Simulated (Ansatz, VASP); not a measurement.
## Two plane-wave programs on Al

Contents of INCAR:

```
PREC     = Accurate       # precision mode
ENCUT    = 520            # plane-wave cutoff, eV
EDIFF    = 1E-6           # SCF threshold, eV
ISMEAR   = -1             # smearing method
SIGMA    = 0.05           # smearing width, eV
LREAL    = False          # projectors in reciprocal space
LASPH    = True           # aspherical terms in the spheres
NELM     = 100            # most SCF steps
ALGO     = Fast           # electronic algorithm
ISIF     = 2              # what is computed and relaxed
LWAVE    = False          # write WAVECAR
LCHARG   = False          # write CHGCAR
GGA      = CA             # functional
NBANDS   = 10             # bands
```

The input KPOINTS:

```
regular mesh
0
Gamma
  6 6 3
```

File POSCAR:

```
Al
1.0
    2.8124553515      0.0000000000      0.0000000000
   -1.4062276757      2.4356577814      0.0000000000
    0.0000000000      0.0000000000      4.8668500000
Al
2
Direct
    0.3333333333      0.6666666667      0.2500000000
    0.6666666667      0.3333333333      0.7500000000
```

input.yaml

```yaml
crystal:
  lattice:
    - [2.8124553515, 0.0, 0.0]
    - [-1.4062276757, 2.4356577814, 0.0]
    - [0.0, 0.0, 4.86685]
  atoms:
    - { symbol: Al, position: [0.3333333333, 0.6666666667, 0.25] }
    - { symbol: Al, position: [0.6666666667, 0.3333333333, 0.75] }
hamiltonian:
  xc: lda
  pseudopotentials: { kind: paw }
kpoints:
  mp_grid: { grid: [6, 6, 3] }
scf:
  occupations: { method: fermi_dirac, width: 0.05 }
  n_extra_bands: 6
output:
  forces: true
  stress: true
  eigenvalues: true
  dos: { projected: true, de: 0.05, nscf_kmesh: { grid: [9, 9, 5] } }
  write_density: true
  write_potential: true
  elf: true
  volumetric_format: npy
```

This isn't the form of Al at room conditions, which is fcc.

Alike in both runs: functional LDA; k mesh 6 × 6 × 3; occupations fermi-dirac, width 0.05 eV; no spin polarisation.

|  | VASP | Ansatz |
| --- | --- | --- |
| version | VASP 6.6.1 | Ansatz 0.2.0 |
| potentials or method | VASP PAW LDA potentials, release 64 (Al) | Ansatz PAW |
| plane-wave cutoff (eV) | 520 | 420 |
| valence electrons in the cell | 6 | 6 |
| task | single point | projected density of states |

|  | VASP | Ansatz | Ansatz less VASP |
| --- | --- | --- | --- |
| gap on the k mesh at the Fermi level (eV) | none | none | - |
| pressure (GPa) | -1.3 | -1.4 | -0.07 |
| largest component of the traceless stress (GPa) | 5.06 | 5.04 | -0.024 |

A gap of «none» marks a metal or a gap that the smearing closes.

Caveats: the k mesh is coarse (spacing up to 0.43 Å⁻¹), so the values aren't converged; the PAW data sets come from PBE, with cores solved anew for the run's functional, which leaves a small shift of forces and pressure (Ansatz); the density of states is complete only up to the lowest level of the last band computed (Ansatz).
